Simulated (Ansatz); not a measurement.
A run of Ansatz 0.2.0:

input.yaml

```yaml
crystal:
  lattice:
    - [2.82845, 0.0, 0.0]
    - [-1.41423, 2.44951, 0.0]
    - [0.0, 0.0, 2.72172]
  atoms:
    - { symbol: Co, position: [0.032635, 0.032558, 0.505016], spin: 2.0 }
    - { symbol: O, position: [0.656558, 0.331792, -0.003967] }
kpoints:
  mp_grid: { grid: [11, 11, 10] }
scf:
  occupations: { method: fermi_dirac, width: 0.05 }
hamiltonian:
  xc: pbe
  pseudopotentials: { kind: all_electron, lapw: { basis_error: 0.001 } }
magnetization:
  spin_polarized: true
output:
  forces: true
  stress: true
  eigenvalues: true
  populations: true
```

Potentials or basis: all-electron LAPW, scalar-relativistic.

The run is started by

```sh
$ ansatz run input.yaml --threads 2 --pin off --max-ram 6144MiB --backend cpu --events-out ev --progress --plain --runs-dir out
```

Hardware: 2 threads of AMD EPYC 7R43 64-Core Processor (Zen 3) (shared host).

Question: Estimate the wall time of this run.

Answer: It took 6.2 min on 2 threads of AMD EPYC 7R43 64-Core Processor (Zen 3), on a shared host, peak memory 1.5 GiB. Counts: scf iterations 14, plane waves 327, k points 606, bands 18.
